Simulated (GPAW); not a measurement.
# C (Fd-3m) in GPAW: notebook

Aim: see how the results for C move with the level of theory and the settings. Levels: LDA, PBEsol, PBE+D3, vdW-DF2. Tasks: band structure, equation of state.

Program: GPAW 26.7.0. These are calculated values, not measurements. Logs are shortened: lines on timing, memory, paths and dates and some standing lists are left out, and cuts for length are marked. The log counts tension as positive stress, the text compression.

**What was measured.**

“Equation of state of cubic boron nitride at high pressures and temperatures”, 2007, arxiv:cond-mat/0702656 quotes, for a bulk crystal of C: bulk modulus 444.8 ± 0.8 GPa.

The runs below are set against these values where they give the same quantity.

**1. The structure**

Symmetry: Fd-3m, No. 227, cubic system. Conventional cell: a = 3.567 Å, b = 3.567 Å, c = 3.567 Å, α = 90.00°, β = 90.00°, γ = 90.00°. C (site symmetry -43m) has 4 C at 1.54 Å as nearest neighbours.

This isn't the form of C at room conditions, which is graphite.

**2. Band structure, LDA**

The input, run.py:

```python
from ase import Atoms
from ase.dft.bandgap import bandgap
from ase.io import write
from ase.units import GPa
from gpaw import GPAW, PW, setup_paths

setup_paths.insert(0, '.')

atoms = Atoms(['C', 'C'],
              cell=[[0.0, 1.78337, 1.78337],
                    [1.78337, 0.0, 1.78337],
                    [1.78337, 1.78337, 0.0]],
              scaled_positions=[[0.75, 0.75, 0.75],
                                [0.5, 0.5, 0.5]],
              pbc=True)

calc = GPAW(mode=PW(800),
            xc='LDA',
            kpts={'size': (10, 10, 10), 'gamma': True},
            occupations={'name': 'fermi-dirac', 'width': 0.05},
            setups={'C': 'jth'},
            nbands=-7,
            convergence={'density': 1e-05, 'energy': 1e-05},
            maxiter=150,
            txt='gpaw.txt')
atoms.calc = calc
energy = atoms.get_potential_energy()
forces = atoms.get_forces()
stress = atoms.get_stress()
calc.write('gs.gpw')
write('result.traj', atoms)
print(f'Energy: {energy:.6f} eV')
print('Forces (eV/A):')
print(forces.round(4))
print('Stress (GPa):', (stress / GPa).round(3))
print('Fermi level:', round(calc.get_fermi_level(), 4), 'eV')
print(f'Gap: {bandgap(calc)[0]:.4f} eV, direct: {bandgap(calc, direct=True)[0]:.4f} eV')

path = atoms.cell.bandpath('GXWKGLUWLK,UX', npoints=100, eps=1e-4)
bs_calc = calc.fixed_density(kpts=path, symmetry='off', nbands=-14,
                             convergence={'bands': 'CBM+6.0', 'eigenstates': 1e-6}, txt='bands.txt')
bs = bs_calc.band_structure()
bs.write('bs.json')
print(f'Gap on the path: {bandgap(bs_calc)[0]:.4f} eV')
```

Potentials or basis: JTH PAW 2.0, LDA, pw.

The run is started by

```bash
$ OMP_NUM_THREADS=1 python run.py
```

gpaw.txt:

```text
__  _  _
 | _ |_)|_||  |
 |__||  | ||/\| - 26.7.0

Input parameters:
  mode=PW(ecut=800.0),
  convergence={'density': 1e-05, 'energy': 1e-05},
  kpts=MonkhorstPack(size=(10, 10, 10), gamma=True),
  maxiter=150,
  nbands=-7,
  occupations=Occupations(name='fermi-dirac', width=0.05),
  setups={'C': 'jth'},
  xc=XC(name='LDA')

Diagonalizing LCAO Hamiltonian
Converting LCAO to pw mode

          C
       C

Atoms  # Å, Bohr magnetons
|   | symbol |        x |        y |        z |    initial magnetic moments |
|---|--------|----------|----------|----------|-----------------------------|
| 0 |      C | 2.675055 | 2.675055 | 2.675055 | ( 0.0000,  0.0000,  0.0000) |
| 1 |      C | 1.783370 | 1.783370 | 1.783370 | ( 0.0000,  0.0000,  0.0000) |

Unit cell  # Å
| periodic |        x |        y |        z |  lengths |    angles |
|----------|----------|----------|----------|----------|-----------|
|      yes | 0.000000 | 1.783370 | 1.783370 | 2.522066 | 60.000000 |
|      yes | 1.783370 | 0.000000 | 1.783370 | 2.522066 | 60.000000 |
|      yes | 1.783370 | 1.783370 | 0.000000 | 2.522066 | 60.000000 |

Number of symmetries: 24
Symmetry operations  # r_c * U_cc + t_c -> r_c
|    | kind |            matrix            |
|----|------|------------------------------|
|  0 |  E   |  1, 0, 0,  0, 1, 0,  0, 0, 1 |
|  1 |  σ   |  1, 0, 0,  0, 0, 1,  0, 1, 0 |
|  2 |  σ   |  1, 0,-1,  0, 1,-1,  0, 0,-1 |
|  3 |  C3  |  1, 0,-1,  0, 0,-1,  0, 1,-1 |
|  4 |  C3  |  1,-1, 0,  0,-1, 1,  0,-1, 0 |
|  5 |  σ   |  1,-1, 0,  0,-1, 0,  0,-1, 1 |
|  6 |  σ   |  0, 1, 0,  1, 0, 0,  0, 0, 1 |
|  7 |  C3  |  0, 1, 0,  0, 0, 1,  1, 0, 0 |
|  8 |  C2  |  0, 1,-1,  1, 0,-1,  0, 0,-1 |
|  9 |  S4  |  0, 1,-1,  0, 0,-1,  1, 0,-1 |
| 10 |  C3  |  0, 0, 1,  1, 0, 0,  0, 1, 0 |
| 11 |  σ   |  0, 0, 1,  0, 1, 0,  1, 0, 0 |
| 12 |  S4  |  0, 0,-1,  1, 0,-1,  0, 1,-1 |
| 13 |  C3  |  0, 0,-1,  0, 1,-1,  1, 0,-1 |
| 14 |  S4  |  0,-1, 1,  1,-1, 0,  0,-1, 0 |
| 15 |  C2  |  0,-1, 1,  0,-1, 0,  1,-1, 0 |
| 16 |  C3  |  0,-1, 0,  1,-1, 0,  0,-1, 1 |
| 17 |  S4  |  0,-1, 0,  0,-1, 1,  1,-1, 0 |
| 18 |  S4  | -1, 1, 0, -1, 0, 1, -1, 0, 0 |
| 19 |  C3  | -1, 1, 0, -1, 0, 0, -1, 0, 1 |
| 20 |  C3  | -1, 0, 1, -1, 1, 0, -1, 0, 0 |
| 21 |  S4  | -1, 0, 1, -1, 0, 0, -1, 1, 0 |
| 22 |  σ   | -1, 0, 0, -1, 1, 0, -1, 0, 1 |
| 23 |  C2  | -1, 0, 0, -1, 0, 1, -1, 1, 0 |

BZ-sampling:
  Number of BZ points: 1000
  Number of IBZ points: 47

  Monkhorst-Pack size: [10, 10, 10]
  Monkhorst-Pack shift: [0.05, 0.05, 0.05]

K-points  # in reciprocal-cell coordinates
|     |                                coordinates |     weight |
|-----|--------------------------------------------|------------|
|   0 | (  0.00000000,   0.00000000,   0.00000000) | 0.00100000 |
|   1 | (  0.10000000,   0.10000000,   0.00000000) | 0.00600000 |
|   2 | (  0.10000000,   0.10000000,   0.10000000) | 0.00800000 |
|   3 | (  0.20000000,   0.10000000,   0.10000000) | 0.01200000 |
|   4 | (  0.20000000,   0.20000000,   0.00000000) | 0.00600000 |
|   5 | (  0.20000000,   0.20000000,   0.10000000) | 0.02400000 |
|   6 | (  0.20000000,   0.20000000,   0.20000000) | 0.00800000 |
|   7 | (  0.30000000,   0.20000000,   0.10000000) | 0.02400000 |
|   8 | (  0.30000000,   0.20000000,   0.20000000) | 0.02400000 |
|   9 | (  0.30000000,   0.30000000,   0.00000000) | 0.00600000 |
| ... |                                            |            |
|  46 | (  0.50000000,   0.50000000,   0.50000000) | 0.00400000 |

Plane wave coefficients: 596
Cutoff: 800.0 eV

Spin-components: 1 (collinear spins)
Bands:           11
Projectors:      8
Spin-degeneracy: 2
Datatype:        complex128

Parallelization:
  kpt:    1
  domain: 1
  band:   1

Density:
  Valence electrons: 8.0
  Components: 1
  Grid points: [18 18 18]
  Charge: 0.0  # |e|

Potential:
  Grid points: [18 18 18]

species:
  C:
    name:    Carbon
    Z:       6.0
    valence: 4
    core:    2
    charge:  0.0  # [|e|]
    compensation charges:
      type: sinc
      rc: 0.69  # [Å]
      lmax: 2
    cutoffs:
      filter: 0.80  # [Å]
      core: 1.17  # [Å]
    projectors
    | kind |    occ | energy [eV] | rcut [Å] |
    |------|--------|-------------|----------|
    |   2s |  2.000 |     -13.639 |    0.741 |
    |    s |        |      40.817 |    0.741 |
    |   2p |  2.000 |      -5.416 |    0.798 |
    |    p |        |      40.817 |    0.798 |

    Using partial waves for C as LCAO basis

Reference energy: -2037.621073  # eV

eigensolver:
  PPCG
  Converge bands: occupied
  niter=2

density mixing:
  MSR1-Mixer
  Pratt-step length: 0.05
  Maximum mixing coefficient: 0.75
  Old densities: 10
  SVD Regularization: 0.005
  Good broyden scale: 1.0
  Trust region scale: 1.0
  Backstep threshold: 4.0
  History deletion threshold: 6.0
  Fourier metric: weight=20.0, sigma=0.015

occupation numbers:
  Fermi-Dirac:
    width: 0.0500  # eV

poisson solver:
  ecut: 6400.0  # eV

xc functional:
  name: None

convergence criteria:
- Maximum integral of absolute [dens]ity change: 1e-05 electrons / valence electron
- Maximum [total energy] change in last 3 cyles: 1e-05 eV / valence electron
- Maximum integral of absolute [eigenst]ate change: 4e-08 eV^2 / valence electron
maximum number of iterations: 150

SCF iterations
|iter     | |      energy | eigst |  dens |
|---------|-|-------------|-------|-------|
|iter:   1| |  -20.968839 | -0.08 |       |
|iter:   2| |  -20.882901 | -3.02 | -0.80 |
|iter:   3| |  -20.323931 | -1.89 | -0.83 |
|iter:   4| |  -20.310985 | -3.20 | -1.53 |
|iter:   5| |  -20.311120 | -5.20 | -2.27 |
|iter:   6| |  -20.311125 | -7.64c| -3.52 |
|iter:   7| |  -20.311125c| -9.29c| -4.11 |
|iter:   8| |  -20.311125c|-10.68c| -6.17c|

Converged in 8 steps
Energy contributions relative to reference atoms: (reference = -2037.621073)

Energy contributions:
  Kinetic:          16.022638
  Coulomb:         -14.950495
  Zero:             -0.131171
  External:          0.000000
  Xc:              -21.252097
  Entropy:          -0.000000
  Spinorbit:         0.000000
  ----------------------------
  Free energy:     -20.311125
  Extrapolated:    -20.311125

dipole moment: (2.134968, 2.134968, 2.134968)  # |e|*Ang

Fermi level: 11.813
Eigenvalues  # (at kpt = [0.000, 0.000, 0.000])
| band index |      eig [eV] | occ [0-2] |
|------------|---------------|-----------|
|          0 |       -11.304 |     2.000 |
|          1 |        10.010 |     2.000 |
|          2 |        10.010 |     2.000 |
|          3 |        10.010 |     2.000 |
|          4 |        15.554 |     0.000 |
|          5 |        15.554 |     0.000 |
|          6 |        15.554 |     0.000 |
|          7 |        23.533 |     0.000 |
|          8 |        29.002 |     0.000 |
|          9 |        36.768 |     0.000 |
|         10 |        37.297 |     0.000 |

Gap: 4.134 eV
Transition (v -> c):
  (s=0, k=0, n=3, [0.00, 0.00, 0.00]) -> (s=0, k=24, n=4, [0.40, 0.40, 0.00])
Direct/indirect transitions are different
Direct gap: 5.544 eV
Transition at: (s=0, k=0, n=3, [0.00, 0.00, 0.00])

Forces  # eV/Ang
|       x |        y |       z |
|---------|----------|---------|
| 0.00000 |  0.00000 | 0.00000 |  # C    0
| 0.00000 | -0.00000 | 0.00000 |  # C    1

Stress tensor  # eV/Ang^3
|         x |         y |         z |
|-----------|-----------|-----------|
|  0.088984 | -0.000000 | -0.000000 |
| -0.000000 |  0.088984 |  0.000000 |
| -0.000000 |  0.000000 |  0.088984 |

# Writing to gs.gpw (mode='')
```

Run time: 15 s. Hardware: 1 thread of Intel Xeon Platinum 8488C (Sapphire Rapids), shared host; peak memory 0.16 GiB.

Results:

* Free energy: -20.3111 eV
* Pressure: -14.3 GPa
* Band gap on the k mesh: 4.13 eV, indirect (least direct gap 5.54 eV)
* Band gap along the path: 4.10 eV, indirect (least direct gap 5.54 eV)

Levels at the corners of the path, in eV from the valence-band top:
```
point  band 1  band 2  band 3  band 4  band 5  band 6  band 7
    Γ  -21.31    0.00    0.00    0.00    5.54    5.54    5.54
    X  -12.61  -12.61   -6.29   -6.29    4.71    4.71   16.63
    W  -11.78  -11.78   -8.35   -8.35   10.45   10.45   12.33
    K  -12.77  -11.59   -9.35   -5.35    5.62   10.66   14.24
    Γ  -21.31    0.00    0.00    0.00    5.54    5.54    5.54
    L  -15.48  -13.35   -2.79   -2.79    8.39    8.39    9.00
    U  -12.77  -11.59   -9.35   -5.35    5.62   10.66   14.24
    W  -11.78  -11.78   -8.35   -8.35   10.45   10.45   12.33
    L  -15.48  -13.35   -2.79   -2.79    8.39    8.39    9.00
    K  -12.77  -11.59   -9.35   -5.35    5.62   10.66   14.24
    U  -12.77  -11.59   -9.35   -5.35    5.62   10.66   14.24
    X  -12.61  -12.61   -6.29   -6.29    4.71    4.71   16.63
```

Caveat: the program truncates these outside data sets.

**3. Band structure, PBEsol**

The input, run.py:

```python
from ase.dft.bandgap import bandgap
from ase.io import read, write
from ase.units import GPa
from gpaw import GPAW, PW, setup_paths

setup_paths.insert(0, '.')

atoms = read('C.xyz')

calc = GPAW(mode=PW(800),
            xc='PBEsol',
            kpts={'size': (10, 10, 10), 'gamma': True},
            occupations={'name': 'fermi-dirac', 'width': 0.05},
            nbands=11,
            convergence={'density': 1e-05, 'energy': 1e-05},
            maxiter=150,
            txt='gpaw.txt')
atoms.calc = calc
energy = atoms.get_potential_energy()
forces = atoms.get_forces()
stress = atoms.get_stress()
calc.write('gs.gpw')
write('result.traj', atoms)
print(f'Energy: {energy:.6f} eV')
print('Forces (eV/A):')
print(forces.round(4))
print('Stress (GPa):', (stress / GPa).round(3))
print('Fermi level:', round(calc.get_fermi_level(), 4), 'eV')
print(f'Gap: {bandgap(calc)[0]:.4f} eV, direct: {bandgap(calc, direct=True)[0]:.4f} eV')

path = atoms.cell.bandpath('GXWKGLUWLK,UX', npoints=80, eps=1e-4)
bs_calc = calc.fixed_density(kpts=path, symmetry='off', nbands=18,
                             convergence={'bands': 'CBM+6.0', 'eigenstates': 1e-6}, txt='bands.txt')
bs = bs_calc.band_structure()
bs.write('bs.json')
print(f'Gap on the path: {bandgap(bs_calc)[0]:.4f} eV')
```

The input, C.xyz:

```xyz
2
Lattice="0.0000000000 1.7833700000 1.7833700000 1.7833700000 0.0000000000 1.7833700000 1.7833700000 1.7833700000 0.0000000000" Properties=species:S:1:pos:R:3 pbc="T T T"
C      2.6750550000      2.6750550000      2.6750550000
C      1.7833700000      1.7833700000      1.7833700000
```

Potentials or basis: PAW data sets generated in the run's folder for this functional, pw.

The run is started by

```bash
$ gpaw-setup -f PBEsol C
$ OMP_NUM_THREADS=1 python run.py
```

Wall time 16 s (1 thread of Intel Xeon Platinum 8488C (Sapphire Rapids), shared host); peak memory 0.16 GiB.

The run converged. Its results:

```yaml
Free_energy: -19.2557 eV
Pressure: -5.2 GPa
Band_gap_on_the_k_mesh: 4.03 eV, indirect (least direct gap 5.54 eV)
Band_gap_along_the_path: 4.00 eV, indirect (least direct gap 5.54 eV)
```

Levels at the corners of the path, in eV from the valence-band top:
```csv
point,band 2,band 3,band 4,band 5,band 6,band 7
Γ,0.00,0.00,0.00,5.54,5.54,5.54
X,-12.78,-6.34,-6.34,4.60,4.60,16.79
W,-11.96,-8.42,-8.42,10.46,10.46,12.30
K,-11.75,-9.42,-5.40,5.52,10.63,14.34
Γ,0.00,0.00,0.00,5.54,5.54,5.54
L,-13.47,-2.81,-2.81,8.39,8.39,8.83
U,-11.75,-9.42,-5.40,5.52,10.63,14.34
W,-11.96,-8.42,-8.42,10.46,10.46,12.30
L,-13.47,-2.81,-2.81,8.39,8.39,8.83
K,-11.75,-9.42,-5.40,5.52,10.63,14.34
U,-11.75,-9.42,-5.40,5.52,10.63,14.34
X,-12.78,-6.34,-6.34,4.60,4.60,16.79
```

A hybrid or GW would open this gap; PBEsol tends to underestimate it.

**4. Equation of state, PBE+D3**

The input, run.py:

```python
from ase.calculators.mixing import SumCalculator
from ase.eos import EquationOfState
from ase.io import Trajectory, read
from ase.units import GPa
from dftd3.ase import DFTD3
from gpaw import GPAW, PW

atoms = read('POSCAR')

traj = Trajectory('eos.traj', 'w')
volumes, energies = [], []
for x in [0.94, 0.96, 0.98, 1.0, 1.02, 1.04, 1.06]:
    a = atoms.copy()
    a.set_cell(atoms.cell * x**(1 / 3), scale_atoms=True)
    calc = GPAW(mode=PW(800),
                xc='PBE',
                kpts={'size': (10, 10, 10), 'gamma': True},
                occupations={'name': 'fermi-dirac', 'width': 0.05},
                nbands=11,
                convergence={'density': 1e-05, 'energy': 1e-05},
                maxiter=150,
                txt=f'eos-{x:.2f}.txt')
    a.calc = SumCalculator([calc, DFTD3(method='pbe', damping='d3zero')])
    energies.append(a.get_potential_energy())
    volumes.append(a.get_volume())
    p = -a.get_stress()[:3].mean() / GPa
    calc.write(f'eos-{x:.2f}.gpw')
    traj.write(a)
    print(f'{x:.2f} {volumes[-1]:10.4f} A^3 {energies[-1]:14.6f} eV {p:9.3f} GPa', flush=True)

v0, e0, B = EquationOfState(volumes, energies, eos='birchmurnaghan').fit()
print(f'V0 = {v0:.4f} A^3, E0 = {e0:.6f} eV, B0 = {B / GPa:.2f} GPa')
```

The input, POSCAR:

```
C
1.0
    0.0000000000      1.7833700000      1.7833700000
    1.7833700000      0.0000000000      1.7833700000
    1.7833700000      1.7833700000      0.0000000000
C
2
Direct
    0.7500000000      0.7500000000      0.7500000000
    0.5000000000      0.5000000000      0.5000000000
```

Potentials or basis: GPAW PAW data sets (gpaw-data 1.2.1), pw.

The run is started by

```bash
$ OMP_NUM_THREADS=1 python run.py
```

Run time: 46 s. Hardware: 1 thread of Intel Xeon Platinum 8488C (Sapphire Rapids), shared host; peak memory 0.17 GiB.

The run converged. Its results:

```
Equilibrium volume                      : 5.66 Å³/atom
Bulk modulus                            : 436 GPa
Pressure derivative of the bulk modulus : 3.7
```

Energy against volume, from the lowest point:
| volume (Å³/atom) | energy (meV/atom) |
| --- | --- |
| 5.332 | 28.93 |
| 5.445 | 12.06 |
| 5.558 | 2.67 |
| 5.672 | 0.00 |
| 5.785 | 3.46 |
| 5.899 | 12.57 |
| 6.012 | 26.72 |

**5. Equation of state, vdW-DF2**

The input, run.py:

```python
from ase.eos import EquationOfState
from ase.io import Trajectory, read
from ase.units import GPa
from gpaw import GPAW, PW

atoms = read('C.xyz')

traj = Trajectory('eos.traj', 'w')
volumes, energies = [], []
for x in [0.94, 0.96, 0.98, 1.0, 1.02, 1.04, 1.06]:
    a = atoms.copy()
    a.set_cell(atoms.cell * x**(1 / 3), scale_atoms=True)
    calc = GPAW(mode=PW(800),
                xc={'name': 'vdW-DF2', 'backend': 'libvdwxc'},
                kpts={'size': (10, 10, 10), 'gamma': True},
                occupations={'name': 'fermi-dirac', 'width': 0.05},
                nbands=11,
                convergence={'density': 1e-05, 'energy': 1e-05},
                maxiter=150,
                txt=f'eos-{x:.2f}.txt')
    a.calc = calc
    energies.append(a.get_potential_energy(force_consistent=True))
    volumes.append(a.get_volume())
    calc.write(f'eos-{x:.2f}.gpw')
    traj.write(a)
    print(f'{x:.2f} {volumes[-1]:10.4f} A^3 {energies[-1]:14.6f} eV', flush=True)

v0, e0, B = EquationOfState(volumes, energies, eos='birchmurnaghan').fit()
print(f'V0 = {v0:.4f} A^3, E0 = {e0:.6f} eV, B0 = {B / GPa:.2f} GPa')
```

C.xyz is that of step 3.

The run is started by

```bash
$ OMP_NUM_THREADS=1 python run.py
```

Wall time 50 s (1 thread of Intel Xeon Platinum 8488C (Sapphire Rapids), shared host); peak memory 0.2 GiB.

It converged, with:

- Equilibrium volume: 5.86 Å³/atom
- Bulk modulus: 403 GPa
- Pressure derivative of the bulk modulus: 3.6

Energy against volume, from the lowest point:
| volume (Å³/atom) | energy (meV/atom) |
| --- | --- |
| 5.332 | 69.04 |
| 5.445 | 41.15 |
| 5.558 | 20.94 |
| 5.672 | 7.71 |
| 5.785 | 0.90 |
| 5.899 | 0.00 |
| 6.012 | 4.40 |

Caveat: the PAW data sets were made with another functional, which shifts forces and pressure a little.

**6. The runs side by side**

```csv
task,level,potentials or basis,band path,band points,data set,gap on the mesh (eV),pressure (GPa),V0 of scaled cells (Å³/atom),B0 (GPa)
band structure,LDA,"JTH PAW 2.0, LDA, pw","GXWKGLUWLK,UX",100,C jth,4.13,-14.3,-,-
band structure,PBEsol,"PAW data sets generated in the run's folder for this functional, pw","GXWKGLUWLK,UX",80,-,4.03,-5.2,-,-
equation of state,PBE+D3,"GPAW PAW data sets (gpaw-data 1.2.1), pw",-,-,-,-,-,5.66,436
equation of state,vdW-DF2,"GPAW PAW data sets (gpaw-data 1.2.1), pw",-,-,-,-,-,5.86,403
```

Alike in all rows: no spin polarisation; cell as given; k mesh 10 × 10 × 10; cutoff (eV) 800; smearing fermi-dirac 0.05 eV.

Caveats: the program truncates these outside data sets (some runs); the PAW data sets were made with another functional, which shifts forces and pressure a little (some runs).

Absolute energies hang on the potentials; compare differences alone.

**7. Comparison with measurements**

Step 4. A measured bulk modulus of C is 444.8 GPa (quoted in “Equation of state of cubic boron nitride at high pressures and temperatures”, 2007, arxiv:cond-mat/0702656); the calculated 436 GPa misses it by -1.9 %. 3 values of this kind are on record (442 to 444.8 GPa); this one was drawn at random among those near their median, those with a stated uncertainty first. The fit is for a static lattice scaled at fixed shape and fixed fractional positions. The cell as given is a measured one (5.67 Å³/atom); PBE+D3 puts the equilibrium volume -0.2 % from it, thermal expansion not counted.

Step 5. A measured bulk modulus of C is 444.8 GPa (quoted in “Equation of state of cubic boron nitride at high pressures and temperatures”, 2007, arxiv:cond-mat/0702656); the calculated 403 GPa misses it by -9.4 %. 3 values of this kind are on record (442 to 444.8 GPa); this one was drawn at random among those near their median, those with a stated uncertainty first. The fit is for a static lattice scaled at fixed shape and fixed fractional positions. The cell as given is a measured one (5.67 Å³/atom); vdW-DF2 puts the equilibrium volume +3.3 % from it, thermal expansion not counted.
